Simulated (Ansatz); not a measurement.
Runs of Ansatz 0.2.0 on BaS. It takes space group Fm-3m (No. 225, cubic). The conventional cell has a = 6.388 Å, b = 6.388 Å, c = 6.388 Å, α = 90.00°, β = 90.00°, γ = 90.00°. Ba (site symmetry m-3m) is surrounded by 6 S at 3.19 Å. S (site symmetry m-3m) has 6 Ba at 3.19 Å as nearest neighbours. 

```csv
task,level,potentials or basis,spin,cell,k mesh,cutoff (eV),smearing,driver,points for each segment of the path,delta,atoms under strain,other keys,gap on the mesh (eV),pressure (GPa),moment (μB)
Born charges and dielectric tensor,PBE,PseudoDojo stringent (PBEsol files),"collinear, program default start",as given,7 × 7 × 7,770,gaussian 0.01 eV,-,-,-,-,-,2.28,-,0.00
band structure,PBEsol,PseudoDojo PBEsol stringent,off,"atoms moved at random, drawn with an rms of 0.05 Å",6 × 6 × 6,770,fermi-dirac 0.025 eV,chain,14,-,-,accuracy = high; scf.algorithm = direct_min,2.09,-1.2,-
band structure,HF,PseudoDojo LDA,off,as given,5 × 5 × 5,770,cold 0.05 eV,chain,4,-,-,-,(a),5.9,-
Born charges and dielectric tensor,PBE,PseudoDojo PBEsol stringent,"collinear, program default start",as given,7 × 7 × 7,770,gaussian 0.01 eV,chain,-,-,-,-,2.28,-,0.00
```

Problem. Estimate the missing entries.

Solution. (a) 9.16.

Caveats: spin-orbit coupling is left out, which moves the levels of the heavy elements; the potentials were made for another functional, which shifts forces and pressure (some runs); odd divisions of the mesh miss points on the zone boundary, where band edges often lie, so the gap on the mesh can be too wide (some runs); the k mesh misses the band edges, so the gap on the mesh is wider than the one along the path (some runs); the thresholds are loose for stress (some runs).

A k mesh can miss the band edges, and the runs leave out spin-orbit coupling on Ba.
